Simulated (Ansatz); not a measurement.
# GaN: the cost of one run

Computed with Ansatz 0.2.0 (DFT PBEsol, all-electron LAPW, scalar-relativistic unless said, unless a step's input says otherwise).

The COD entry's cell or inner coordinates are ideal or old and differ from later refinements, so a difference from it is no clean test against experiment.

### 1 The system as given

It takes space group P6_3mc (No. 186, hexagonal). Conventional cell: a = 3.183 Å, b = 3.183 Å, c = 5.185 Å, α = 90.00°, β = 90.00°, γ = 120.00°. Around Ga (site symmetry 3m) lie 4 N at 1.95 Å. N (site symmetry 3m) is surrounded by 4 Ga at 1.95 Å.

Coordinates:

```
CELL_PARAMETERS angstrom
3.18257 0.00000 0.00000
-1.59129 2.75619 0.00000
0.00000 0.00000 5.18541
ATOMIC_POSITIONS crystal
Ga 0.33333 0.66667 0.99919
Ga 0.66667 0.33333 0.49919
N 0.33333 0.66667 0.37581
N 0.66667 0.33333 0.87581
```

Cartesian axes are those of the input's lattice vectors. The structure goes back to a database entry.

### 2 Reference run, fine mesh, LAPW

Input file input.yaml:

```yaml
crystal:
  lattice:
    - [3.18257448611, 0.0, 0.0]
    - [-1.59128724305, 2.75619035441, 0.0]
    - [0.0, 0.0, 5.18540985537]
  atoms:
    - { symbol: Ga, position: [0.333333333333, 0.666666666667, -0.000806161696] }
    - { symbol: Ga, position: [0.666666666667, 0.333333333333, 0.499193838304] }
    - { symbol: "N", position: [0.333333333333, 0.666666666667, 0.375806161696] }
    - { symbol: "N", position: [0.666666666667, 0.333333333333, 0.875806161696] }
kpoints:
  mp_grid: { grid: [8, 8, 4] }
scf:
  occupations: { method: fixed }
hamiltonian:
  xc: pbesol
  pseudopotentials: { kind: all_electron, lapw: { basis_error: 0.001 } }
output:
  forces: true
  stress: true
  eigenvalues: true
  eigenstates:
    nscf_kmesh: { grid: [12, 12, 6] }
    de_dk: true
    e_range: [-9, 11.87520806533]
  optics:
    e_range: [0, 20]
    de: 0.2
    sigma: 0.2
    bands: { spectra_wanted_up_to: 20 }
    nscf_kmesh: { grid: [12, 12, 6] }
checkpoint:
  write: ck
  write_wavefunctions: false
```

Command:

```console
ansatz run input.yaml --threads 2 --pin off --max-ram 6144MiB --backend cpu --events-out ev --progress --plain --runs-dir out
```

Q: Estimate wall time and peak memory on 2 threads of Arm Neoverse V1, shared host.

About 81 s, with a peak of 0.52 GiB.
